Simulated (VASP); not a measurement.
# SiC (P6_3mc) in VASP: further runs, part 2 of 2

VASP 6.6.1. The steps go on from the part before.

## (3) Relaxation of cell and atoms, PBEsol+D3(BJ)

Contents of INCAR:

```
SYSTEM = SiC
PREC     = Accurate       ! precision mode
ENCUT    = 600            ! plane-wave cutoff, eV
EDIFF    = 1E-7           ! SCF threshold, eV
ISMEAR   = -1             ! smearing method
SIGMA    = 0.05           ! smearing width, eV
LREAL    = .FALSE.        ! projectors in reciprocal space
LASPH    = .TRUE.         ! aspherical terms in the spheres
NELM     = 60             ! most SCF steps
ALGO     = Normal         ! electronic algorithm
ISIF     = 3              ! what is computed and relaxed
LWAVE    = .FALSE.        ! write WAVECAR
LCHARG   = .FALSE.        ! write CHGCAR
GGA      = PS             ! functional
IVDW     = 12             ! dispersion correction
IBRION   = 2              ! ionic algorithm
NSW      = 60             ! ionic steps
EDIFFG   = -0.02          ! ionic threshold
```

Contents of KPOINTS:

```
Automatic mesh
0
G
  10 10 3
  0 0 0
```

Contents of POSCAR:

```
SiC
1.0
    3.0756941497      0.0000000000      0.0000000000
   -1.5378470748      2.6636292679      0.0000000000
    0.0000000000      0.0000000000     10.0706464800
Si C
4 4
Direct
    0.0000000000      0.0000000000      0.1878943800
    0.0000000000      0.0000000000      0.6878943800
    0.3333333333      0.6666666667      0.4378419800
    0.6666666667      0.3333333333      0.9378419800
    0.0000000000      0.0000000000      0.0004600500
    0.0000000000      0.0000000000      0.5004600500
    0.3333333333      0.6666666667      0.2498025900
    0.6666666667      0.3333333333      0.7498025900
```

Potentials or basis: VASP PAW PBE potentials, release 64 (Si, C).

Run with:

```console
> cat potpaw_PBE.64/Si/POTCAR potpaw_PBE.64/C/POTCAR > POTCAR
> mpirun -np 1 vasp_std > vasp.out
```

OUTCAR:

```text
SYSTEM = SiC
   PREC = Accurate
   ENCUT = 600
   EDIFF = 1E-7
   ISMEAR = -1
   LREAL = .FALSE.
   LASPH = .TRUE.
   NELM = 60
   ISIF = 3
   GGA = PS
   IVDW = 12
   IBRION = 2
   NSW = 60
   EDIFFG = -0.02
 IVDW          = 12

 ion  position               nearest neighbor table
   1  0.000  0.000  0.188-   7 1.88   7 1.88   7 1.88   5 1.89   3 3.08   3 3.08   3 3.08   4 3.08
                             4 3.08   4 3.08
   2  0.000  0.000  0.688-   8 1.88   8 1.88   8 1.88   6 1.89   4 3.08   4 3.08   4 3.08   3 3.08
                             3 3.08   3 3.08
   3  0.333  0.667  0.438-   6 1.88   6 1.88   6 1.88   7 1.89   1 3.08   1 3.08   1 3.08   2 3.08
                             2 3.08   2 3.08
   4  0.667  0.333  0.938-   5 1.88   5 1.88   5 1.88   8 1.89   2 3.08   2 3.08   2 3.08   1 3.08
                             1 3.08   1 3.08
   5  0.000  0.000  0.000-   4 1.88   4 1.88   4 1.88   1 1.89
   6  0.000  0.000  0.500-   3 1.88   3 1.88   3 1.88   2 1.89
   7  0.333  0.667  0.250-   1 1.88   1 1.88   1 1.88   3 1.89
   8  0.667  0.333  0.750-   2 1.88   2 1.88   2 1.88   4 1.89

  LATTYP: Found a hexagonal cell.
 ALAT       =     3.0756941497
 C/A-ratio  =     3.2742678530

  Lattice vectors:

 A1 = (   3.0756941497,   0.0000000000,   0.0000000000)
 A2 = (  -1.5378470748,   2.6636292679,   0.0000000000)
 A3 = (   0.0000000000,   0.0000000000,  10.0706464800)

Analysis of symmetry for initial positions (statically):
=====================================================================
 Subroutine PRICEL returns:
[... 174 lines left out ...]
   NGX = 13   NGY = 13   NGZ = 41

--------------------------------------- Ionic step        1  -------------------------------------------

 number of electron      32.0000001 magnetization

 Free energy of the ion-electron system (eV)
  ---------------------------------------------------
  ext. energy  EPLUGINS =         0.00000000
  ---------------------------------------------------
  free energy    TOTEN  =       -63.67520401 eV

  energy without entropy =      -63.67520401  energy(sigma->0) =      -63.67520401

------------------------ aborting loop because EDIFF is reached ----------------------------------------

 Edisp (eV)   -1.94126

 E8    (eV) :    -1.1534
[... 83 lines left out ...]
--------------------------------------- Ionic step        3  -------------------------------------------

 number of electron      32.0000002 magnetization

 Free energy of the ion-electron system (eV)
  ---------------------------------------------------
  ext. energy  EPLUGINS =         0.00000000
  ---------------------------------------------------
  free energy    TOTEN  =       -63.65868931 eV

  energy without entropy =      -63.65868931  energy(sigma->0) =      -63.65868931

 E-fermi :   9.3522     XC(G=0): -11.5767

 val. band max:        8.3196136531   @ k =   0.0000   0.0000   0.0000
 cond. band min:      10.4321581844   @ k =   0.5000   0.0000   0.0000
 fundamental gap:      2.1125445313
 Fermi energy:         9.3521659718

 k-point     1 :       0.0000    0.0000    0.0000
  band No.  band energies     occupation
      1      -7.3196      2.00000
      2      -6.1200      2.00000
      3      -6.0830      2.00000
      4      -3.6505      2.00000
      5      -0.4527      2.00000
      6       3.8835      2.00000
[... 565 lines left out ...]
     20      13.1575      0.00000
     21      14.3631      0.00000

 [... further k-points ...]

------------------------ aborting loop because EDIFF is reached ----------------------------------------

 Edisp (eV)   -1.96931

 E8    (eV) :    -1.1702
[... 31 lines left out ...]
  FREE ENERGIE OF THE ION-ELECTRON SYSTEM (eV)
  ---------------------------------------------------
  free  energy   TOTEN  =       -65.6280008367 eV

  energy  without entropy=      -65.6280008366  energy(sigma->0) =      -65.62800084

 reached required accuracy - stopping structural energy minimisation
```

CONTCAR:

```text
SiC
   1.00000000000000
     3.0614338779342356   -0.0000000000002677   -0.0000000000000000
    -1.5307169389175814    2.6512795102862703    0.0000000000000000
     0.0000000000000000    0.0000000000000000   10.0219640331825204
  Si              C
     4     4
Direct
     0.0000000000000000    0.0000000000000000    0.1879001340572176
     0.0000000000000000    0.0000000000000000    0.6879001340572177
     0.3333333332999970    0.6666666667000030    0.4378319579809379
     0.6666666667000030    0.3333333332999970    0.9378319579809379
     0.0000000000000000    0.0000000000000000    0.0004557260119442
     0.0000000000000000    0.0000000000000000    0.5004557260119442
     0.3333333332999970    0.6666666667000030    0.2498111819499075
     0.6666666667000030    0.3333333332999970    0.7498111819499075

  0.00000000E+00  0.00000000E+00  0.00000000E+00
  0.00000000E+00  0.00000000E+00  0.00000000E+00
  0.00000000E+00  0.00000000E+00  0.00000000E+00
  0.00000000E+00  0.00000000E+00  0.00000000E+00
  0.00000000E+00  0.00000000E+00  0.00000000E+00
  0.00000000E+00  0.00000000E+00  0.00000000E+00
  0.00000000E+00  0.00000000E+00  0.00000000E+00
  0.00000000E+00  0.00000000E+00  0.00000000E+00
```

Run time: 1.7 min. Hardware: 1 thread of Intel Xeon Platinum 8488C (Sapphire Rapids), shared host; peak memory 0.26 GiB.

Results:

```
Free energy                            : -65.6280 eV
Relaxed volume                         : 10.17 Å³/atom
Relaxed cell                           : a = 3.061 Å, b = 3.061 Å, c = 10.022 Å, α = 90.00°, β = 90.00°, γ = 120.00°
Space group after relaxing (to 0.05 Å) : P6_3mc (No. 186)
Energy gained by relaxing              : 1.4 meV/atom
Ionic steps                            : 3
Pressure after relaxing                : 0.0 GPa
Largest force after relaxing           : 0.005 eV/Å
Band gap on the k mesh                 : 2.11 eV, indirect (least direct gap 3.24 eV)
Dispersion energy per atom             : -0.246 eV
```

Forces in eV/Å, atoms in the order of the input:
```
Si   0.000  0.000  0.005
Si   0.000  0.000  0.005
Si   0.000  0.000 -0.003
Si   0.000  0.000 -0.003
C    0.000  0.000 -0.002
C    0.000  0.000 -0.002
C    0.000  0.000  0.001
C    0.000  0.000  0.001
```

The path:
```tsv
step	energy change (eV)	largest force (eV/Å)	pressure (GPa)	volume (Å³)
1	0.0000	0.0044	-3.14	82.50
2	0.0020	0.0074	3.59	80.11
3	-0.0115	0.0046	0.00	81.35
```

Final structure:
```yaml
crystal:
  lattice:
    - [3.06143, 0.00000, 0.00000]
    - [-1.53072, 2.65128, 0.00000]
    - [0.00000, 0.00000, 10.02196]
  atoms:
    - { symbol: Si, position: [0.00000, 0.00000, 0.18790] }
    - { symbol: Si, position: [0.00000, 0.00000, 0.68790] }
    - { symbol: Si, position: [0.33333, 0.66667, 0.43783] }
    - { symbol: Si, position: [0.66667, 0.33333, 0.93783] }
    - { symbol: C, position: [0.00000, 0.00000, 0.00046] }
    - { symbol: C, position: [0.00000, 0.00000, 0.50046] }
    - { symbol: C, position: [0.33333, 0.66667, 0.24981] }
    - { symbol: C, position: [0.66667, 0.33333, 0.74981] }
```

Caveat: the PAW data sets were made with another functional, which shifts forces and pressure a little; an odd mesh through Γ misses points on the zone boundary, where band edges often lie. Expect the measured gap to be larger: semilocal functionals such as PBEsol lack the derivative discontinuity.

## (4) Single point, PBE

Contents of INCAR:

```
SYSTEM = SiC
PREC = Accurate ; ENCUT = 520
EDIFF = 1E-6 ; ISMEAR = 0
SIGMA = 0.014 ; LREAL = .False.
LASPH = .True. ; NELM = 100
ALGO = Normal ; ISIF = 2
LWAVE = .False. ; LCHARG = .True.
GGA = PE ; LELF = .True.
LVHAR = .True.
```

Contents of KPOINTS:

```
Automatic mesh
0
Gamma
  10 10 3
  0 0 0
```

POSCAR is that of step 3.

Run with:

```console
> cat potpaw_PBE.64/Si/POTCAR potpaw_PBE.64/C/POTCAR > POTCAR
> mpirun -np 1 vasp_std > vasp.out
```

Wall time 24 s (1 thread of Intel Xeon 6975P-C (Granite Rapids), shared host); peak memory 0.21 GiB.

It converged, with:

* Free energy: -60.2310 eV
* Pressure: 3.9 GPa
* Largest force: 0.005 eV/Å
* Band gap on the k mesh: 2.23 eV, indirect (least direct gap 3.35 eV)

Forces in eV/Å, atoms in the order of the input:
```
Si   0.000  0.000  0.002
Si   0.000  0.000  0.002
Si   0.000  0.000 -0.005
Si   0.000  0.000 -0.005
C    0.000  0.000 -0.002
C    0.000  0.000 -0.002
C    0.000  0.000  0.005
C    0.000  0.000  0.005
```

Stress tensor (GPa, compression positive):
```
3.91 0.00 0.00
0.00 3.91 0.00
0.00 0.00 3.77
```

Levels at points of the mesh, in eV from the valence-band top:
```
           k point  band 14  band 15  band 16  band 17  band 18  band 19
(0.00, 0.00, 0.00)    -0.05     0.00     0.00     5.12     5.70     6.32
(0.50, 0.00, 0.00)    -2.22    -1.58    -1.12     2.23     2.36     4.23
```

Caveat: an odd mesh through Γ misses points on the zone boundary, where band edges often lie.

## (5) Summary

```csv
task,level,cell,cutoff (eV),smearing,gap on the mesh (eV),pressure (GPa),relaxed volume (Å³/atom)
relaxation of cell and atoms,PBEsol+D3,relaxed,600,fermi-dirac 0.05 eV,2.11,0.0,10.27
relaxation of cell and atoms,PBEsol+D3(BJ),relaxed,600,fermi-dirac 0.05 eV,2.11,0.0,10.17
single point,PBE,as given,520,gaussian 0.014 eV,2.23,3.9,-
```

Alike in all rows: potentials or basis VASP PAW PBE potentials, release 64 (Si, C); no spin polarisation; k mesh 10 × 10 × 3.

Caveats: an odd mesh through Γ misses points on the zone boundary, where band edges often lie; the PAW data sets were made with another functional, which shifts forces and pressure a little (some runs).

Total energies depend on the potentials used, so only differences within one code and one set of settings carry meaning.
